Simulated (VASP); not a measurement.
# Rb (Fm-3m) in VASP: density of states with PBE

Aim: the density of states of Rb with PBE.

Program: VASP 6.6.1. These are calculated values, not measurements. Logs are shortened: lines on timing, memory, paths and dates and some standing lists are left out, and cuts for length are marked.

## (1) Starting point

Symmetry: Fm-3m, No. 225, cubic system. Conventional cell: a = 5.694 Å, b = 5.694 Å, c = 5.694 Å, α = 90.00°, β = 90.00°, γ = 90.00°. Around Rb (site symmetry m-3m) lie 12 Rb at 4.03 Å.

The cell was built by a generator and needn't be a form met in nature.

## (2) Density of states, PBE

File POSCAR:

```
Rb
1.0
    0.0000000000      2.8470630000      2.8470630000
    2.8470630000      0.0000000000      2.8470630000
    2.8470630000      2.8470630000      0.0000000000
Rb
1
Direct
    0.0000000000      0.0000000000      0.0000000000
```

File INCAR.step1:

```
ALGO = Normal ; EDIFF = 1E-6
ENCUT = 520 ; GGA = PE
ISIF = 2 ; ISMEAR = 0
LASPH = True ; LCHARG = True
LREAL = False ; LWAVE = False
NBANDS = 10 ; NELM = 60
PREC = Accurate ; SIGMA = 0.0706
```

File KPOINTS.step1:

```
k-points
0
Gamma
  10 10 10
```

File INCAR.step2:

```
ALGO = Normal ; EDIFF = 1E-6
ENCUT = 520 ; GGA = PE
ICHARG = 11 ; ISIF = 2
ISMEAR = -5 ; LASPH = True
LCHARG = False ; LORBIT = 11
LREAL = False ; LWAVE = False
NBANDS = 10 ; NEDOS = 2001
NELM = 60 ; PREC = Accurate
SIGMA = 0.0706
```

File KPOINTS.step2:

```
k-points
0
Gamma
  15 15 15
```

Potentials or basis: VASP PAW PBE potentials, release 64 (Rb_sv).

Started as:

```
cat potpaw_PBE.64/Rb_sv/POTCAR > POTCAR
cp INCAR.step1 INCAR
cp KPOINTS.step1 KPOINTS
mpirun -np 1 vasp_std > vasp.out
cp INCAR.step2 INCAR
cp KPOINTS.step2 KPOINTS
mpirun -np 1 vasp_std > vasp.out
```

OUTCAR:

```text
EDIFF = 1E-6
   ENCUT = 520
   GGA = PE
   ICHARG = 11
   ISIF = 2
   ISMEAR = -5
   LASPH = True
   LORBIT = 11
   LREAL = False
   NELM = 60
   PREC = Accurate

 ion  position               nearest neighbor table
   1  0.000  0.000  0.000-

  LATTYP: Found a face centered cubic cell.
 ALAT       =     5.6941260000

  Lattice vectors:

 A1 = (   0.0000000000,   2.8470630000,   2.8470630000)
 A2 = (   2.8470630000,   0.0000000000,   2.8470630000)
 A3 = (   2.8470630000,   2.8470630000,   0.0000000000)

Analysis of symmetry for initial positions (statically):
=====================================================================
 Subroutine PRICEL returns:
 Original cell was already a primitive cell.

 Routine SETGRP: Setting up the symmetry group for a
 face centered cubic supercell.

 Subroutine GETGRP returns: Found 48 space group operations
 (whereof 48 operations were pure point group operations)
 out of a pool of 48 trial point group operations.

The static configuration has the point symmetry O_h .

Analysis of symmetry for dynamics (positions and initial velocities):
=====================================================================
 Subroutine PRICEL returns:
 Original cell was already a primitive cell.

 Routine SETGRP: Setting up the symmetry group for a
 face centered cubic supercell.

 Subroutine GETGRP returns: Found 48 space group operations
 (whereof 48 operations were pure point group operations)
 out of a pool of 48 trial point group operations.

The dynamic configuration has the point symmetry O_h .

 Subroutine INISYM returns: Found 48 space group operations
 (whereof 48 operations are pure point group operations),
 and found     1 'primitive' translations

----------------------------------------------------------------------------------------

                                     Primitive cell

  volume of cell :      46.1553

  direct lattice vectors                    reciprocal lattice vectors
     0.000000000  2.847063000  2.847063000    -0.175619577  0.175619577  0.175619577
     2.847063000  0.000000000  2.847063000     0.175619577 -0.175619577  0.175619577
     2.847063000  2.847063000  0.000000000     0.175619577  0.175619577 -0.175619577

  length of vectors
     4.026355108  4.026355108  4.026355108     0.304182030  0.304182030  0.304182030

  position of ions in fractional coordinates (direct lattice)
     0.000000000  0.000000000  0.000000000

  ion indices of the primitive-cell ions
   primitive index   ion index
                 1           1

----------------------------------------------------------------------------------------

 KPOINTS: k-points

Automatic generation of k-mesh.
 Grid dimensions read from file:
 generate k-points for:   15   15   15

 Generating k-lattice:

  Cartesian coordinates                     Fractional coordinates (reciprocal lattice)
    -0.011707972  0.011707972  0.011707972     0.066666667  0.000000000  0.000000000
     0.011707972 -0.011707972  0.011707972     0.000000000  0.066666667  0.000000000
     0.011707972  0.011707972 -0.011707972     0.000000000  0.000000000  0.066666667

  Length of vectors
     0.020278802  0.020278802  0.020278802

  Shift w.r.t. Gamma in fractional coordinates (k-lattice)
     0.000000000  0.000000000  0.000000000

 TETIRR: Found    484 inequivalent tetrahedra from    20250

 Subroutine IBZKPT returns following result:
 ===========================================

 Found    120 irreducible k-points:

 Following reciprocal coordinates:
            Coordinates               Weight
  0.000000  0.000000  0.000000      1.000000
  0.066667  0.000000  0.000000      8.000000
  0.133333  0.000000  0.000000      8.000000
  0.200000  0.000000  0.000000      8.000000
  0.266667  0.000000  0.000000      8.000000
  0.333333  0.000000  0.000000      8.000000
[... 16 lines left out ...]
  0.133333  0.133333  0.000000      6.000000
  0.200000  0.133333  0.000000     24.000000
 [... further k-points ...]
   k-points           NKPTS =    120   k-points in BZ     NKDIM =    120   number of bands    NBANDS=     10
   number of dos      NEDOS =   2001   number of ions     NIONS =      1
   total plane-waves  NPLWV =  27000
   dimension x,y,z NGX =    30 NGY =   30 NGZ =   30
   dimension x,y,z NGXF=    60 NGYF=   60 NGZF=   60
   ions per type =               1
   NGX,Y,Z   is equivalent  to a cutoff of  12.39, 12.39, 12.39 a.u.
   NGXF,Y,Z  is equivalent  to a cutoff of  24.77, 24.77, 24.77 a.u.
 SYSTEM =  unknown system
   PREC   = accura    normal or accurate (medium, high low for compatibility)
   ISTART =      0    job   : 0-new  1-cont  2-samecut
   ICHARG =     11    charge: 1-file 2-atom 10-const
   ISPIN  =      1    spin polarized calculation?
   LNONCOLLINEAR =      F non collinear calculations
   LSORBIT =      F    spin-orbit coupling
   LASPH  =      T    aspherical Exc in radial PAW
   ENCUT  =  520.0 eV  38.22 Ry    6.18 a.u.   7.49  7.49  7.49*2*pi/ulx,y,z
   NELM   =     60;   NELMIN=  2; NELMDL=  0     # of ELM steps
   EDIFF  = 0.1E-05   stopping-criterion for ELM
   LREAL  =      F    real-space projection
   EDIFFG = 0.1E-04   stopping-criterion for IOM
   NSW    =      0    number of steps for IOM
   IBRION =     -1    ionic relax: 0-MD 1-quasi-New 2-CG
   NFREE  =      0    steps in history (QN), initial steepest desc. (CG)
   ISIF   =      2    stress and relaxation
   ISYM   =      2    0-nonsym 1-usesym 2-fastsym
   POTIM  = 0.5000    time-step for ionic-motion
   TEBEG  =    0.0;   TEEND  =   0.0 temperature during run
   PSTRESS=    0.0 pullay stress
   NELECT =       9.0000    total number of electrons
   NUPDOWN=      -1.0000    fix difference up-down
   EMIN   =  10.00;   EMAX   =-10.00  energy-range for DOS
   EFERMI =   0.00;   METHOD = LEGACY
   ISMEAR =    -5;   SIGMA  =   0.07  broadening in eV -4-tet -1-fermi 0-gaus
   EFERMI_NEDOS =   21; number of points for ismear=-14 and -15
   IALGO  =     38    algorithm
   IMIX   =      4    mixing-type and parameters
     AMIX     =   0.40;   BMIX     =  1.00
     AMIX_MAG =   1.60;   BMIX_MAG =  1.00
  volume/ion in A,a.u.               =      46.16       311.47
  Fermi-wavevector in a.u.,A,eV,Ry     =   0.949326  1.793966 12.261834  0.901219
  Thomas-Fermi vector in A             =   2.077598
   LORBIT       =     11    0 simple, 1 ext, 2 COOP (PROOUT), +10 PAW based schemes
   GGA     = PE    functional components
   LHFCALC =     F    Hartree Fock is set to
   AEXX    =    0.0000 exact exchange contribution
   IVDW    =     0    specifies the selected vdW correction
   LEPSILON=     F    determine dielectric tensor
   LRPA    =     F    only Hartree local field effects (RPA)
 non-spin polarized calculation
 Fermi weights with tetrahedron method with Bloechl corrections
  energy-cutoff  :      520.00
  volume of cell :       46.16
 maximum number of plane-waves:      1267
 NGX is ok and might be reduce to    30

 number of electron       9.0000000 magnetization

 Free energy of the ion-electron system (eV)
  ---------------------------------------------------
  ext. energy  EPLUGINS =         0.00000000
  ---------------------------------------------------
  free energy    TOTEN  =        -0.40233148 eV

  energy without entropy =       -0.40233148  energy(sigma->0) =       -0.40233148

 E-fermi :   2.2254     XC(G=0):  -7.4242

 val. band max:        2.2075877401   @ k =   0.4667   0.3333   0.0000
 cond. band min:       2.2804490793   @ k =  -0.4667   0.1333   0.0667
 fundamental gap:      0.0728613392
 Fermi energy:         2.2253548758

 k-point     1 :       0.0000    0.0000    0.0000
  band No.  band energies     occupation
      1     -26.7258      2.00000
      2     -10.4872      2.00000
      3     -10.4872      2.00000
      4     -10.4872      2.00000
      5      -0.6711      2.00000
      6       6.2263      0.00000
      7       6.2263      0.00000
      8       6.2263      0.00000
      9       8.4667      0.00000
     10       8.4667      0.00000

 k-point     2 :       0.0667    0.0000    0.0000
  band No.  band energies     occupation
      1     -26.7225      2.00000
      2     -10.5252      2.00000
      3     -10.4913      2.00000
      4     -10.4913      2.00000
      5      -0.5690      2.00000
      6       6.0324      0.00000
      7       6.2741      0.00000
      8       6.2741      0.00000
      9       8.3544      0.00000
     10       8.3544      0.00000

 k-point     3 :       0.1333    0.0000    0.0000
  band No.  band energies     occupation
      1     -26.7130      2.00000
      2     -10.6301      2.00000
      3     -10.5029      2.00000
      4     -10.5029      2.00000
      5      -0.2762      2.00000
      6       5.5886      0.00000
      7       6.3840      0.00000
      8       6.3840      0.00000
      9       8.1366      0.00000
     10       8.1366      0.00000

 k-point     4 :       0.2000    0.0000    0.0000
  band No.  band energies     occupation
      1     -26.6991      2.00000
      2     -10.7788      2.00000
      3     -10.5199      2.00000
      4     -10.5199      2.00000
      5       0.1693      2.00000
      6       5.0903      0.00000
      7       6.4418      0.00000
      8       6.4418      0.00000
      9       8.0652      0.00000
     10       8.0652      0.00000

 k-point     5 :       0.2667    0.0000    0.0000
  band No.  band energies     occupation
      1     -26.6829      2.00000
      2     -10.9418      2.00000
      3     -10.5393      2.00000
      4     -10.5393      2.00000
      5       0.7085      2.00000
      6       4.6391      0.00000
      7       6.3419      0.00000
      8       6.3419      0.00000
      9       8.3237      0.00000
     10       8.3237      0.00000

 k-point     6 :       0.3333    0.0000    0.0000
  band No.  band energies     occupation
      1     -26.6674      2.00000
      2     -11.0909      2.00000
      3     -10.5576      2.00000
      4     -10.5576      2.00000
      5       1.2627      2.00000
      6       4.2781      0.00000
      7       6.1563      0.00000
      8       6.1563      0.00000
      9       8.8572      0.00000
     10       8.8572      0.00000
[... 183 lines left out ...]
 k-point    21 :      -0.1333    0.0667    0.0000
  band No.  band energies     occupation
      1     -26.7062      2.00000
      2     -10.6903      2.00000
      3     -10.5355      2.00000
      4     -10.5014      2.00000
      5      -0.0591      2.00000
      6       5.3491      0.00000
      7       6.3403      0.00000
      8       6.5108      0.00000
      9       7.6957      0.00000
     10       8.3594      0.00000

 k-point    22 :      -0.0667    0.0667    0.0000
  band No.  band energies     occupation
      1     -26.7171      2.00000
      2     -10.5778      2.00000
      3     -10.5113      2.00000
      4     -10.4921      2.00000
      5      -0.4034      2.00000
      6       5.7735      0.00000
      7       6.3194      0.00000
      8       6.3604      0.00000
      9       8.0193      0.00000
     10       8.3860      0.00000

 k-point    23 :       0.1333    0.1333    0.0000
  band No.  band energies     occupation
      1     -26.7088      2.00000
      2     -10.6280      2.00000
      3     -10.5323      2.00000
      4     -10.5323      2.00000
      5      -0.1478      2.00000
      6       5.4177      0.00000
      7       6.4938      0.00000
      8       6.4938      0.00000
      9       7.2400      0.00000
     10       8.6852      0.00000

 k-point    24 :       0.2000    0.1333    0.0000
  band No.  band energies     occupation
      1     -26.6984      2.00000
      2     -10.7244      2.00000
      3     -10.5549      2.00000
      4     -10.5489      2.00000
      5       0.1803      2.00000
      6       5.0749      0.00000
      7       6.4394      0.00000
      8       6.6250      0.00000
      9       7.0170      0.00000
     10       8.7607      0.00000

 [... further k-points ...]

------------------------ aborting loop because EDIFF is reached ----------------------------------------

  FORCE on cell =-STRESS in cart. coord.  units (eV):
  Direction    XX          YY          ZZ          XY          YZ          ZX
  --------------------------------------------------------------------------------------
  -------------------------------------------------------------------------------------
  Total        1.7889314      1.7889314      1.7889314      0.0000000      0.0000000      0.0000000
  in kB       62.0987763     62.0987763     62.0987763      0.0000000      0.0000000      0.0000000
  external PRESSURE =      62.0987763 kB  Pullay stress =       0.0000000 kB

 VOLUME and BASIS-vectors are now :
 -----------------------------------------------------------------------------
  energy-cutoff  :      520.00
  volume of cell :       46.16
      direct lattice vectors                 reciprocal lattice vectors
     0.000000000  2.847063000  2.847063000    -0.175619577  0.175619577  0.175619577
     2.847063000  0.000000000  2.847063000     0.175619577 -0.175619577  0.175619577
     2.847063000  2.847063000  0.000000000     0.175619577  0.175619577 -0.175619577

 POSITION                                       TOTAL-FORCE (eV/Angst)
 -----------------------------------------------------------------------------------
      0.00000      0.00000      0.00000        -0.000000     -0.000000     -0.000000
 -----------------------------------------------------------------------------------
    total drift:                                0.000000      0.000000      0.000000

  FREE ENERGIE OF THE ION-ELECTRON SYSTEM (eV)
  ---------------------------------------------------
  free  energy   TOTEN  =        -0.4023314800 eV

  energy  without entropy=       -0.4023314800  energy(sigma->0) =       -0.40233148

 total charge

# of ion       s       p       d       tot
------------------------------------------
    1        1.994   5.290   0.033   7.316
```

Wall time 42 s (1 thread of Intel Xeon Platinum 8375C at 2.90GHz (Ice Lake), shared host); peak memory 0.18 GiB.

Results:

| Item | Value |
| --- | --- |
| Valence electrons inside the program's atomic spheres | Rb 7.32 |

Levels at points of the mesh, in eV from the Fermi level:
```
           k point  band 2  band 3  band 4  band 5  band 6  band 7  band 8  band 9
(0.00, 0.00, 0.00)  -12.71  -12.71  -12.71   -2.90    4.00    4.00    4.00    6.24
```

States per cell in windows of 1 eV (zero at the Fermi level; states under -8 eV left out):
```tsv
from (eV)	total	Rb1_d	Rb1_p	Rb1_s
-8.0	0.00	0.00	0.00	0.00
-7.0	0.00	0.00	0.00	0.00
-6.0	0.00	0.00	0.00	0.00
-5.0	0.00	0.00	0.00	0.00
-4.0	0.00	0.00	0.00	0.00
-3.0	0.09	0.00	0.00	0.01
-2.0	0.27	0.00	0.01	0.02
-1.0	0.64	0.03	0.03	0.04
0.0	1.00	0.10	0.05	0.03
1.0	1.52	0.24	0.08	0.01
2.0	1.75	0.32	0.10	0.01
3.0	0.73	0.23	0.01	0.00
4.0	1.69	0.58	0.03	0.01
5.0	0.88	0.34	0.02	0.00
6.0	1.41	0.56	0.03	0.03
7.0	1.45	0.77	0.02	0.03
```

Caveat: tetrahedron occupations give inexact forces and stress in metals.
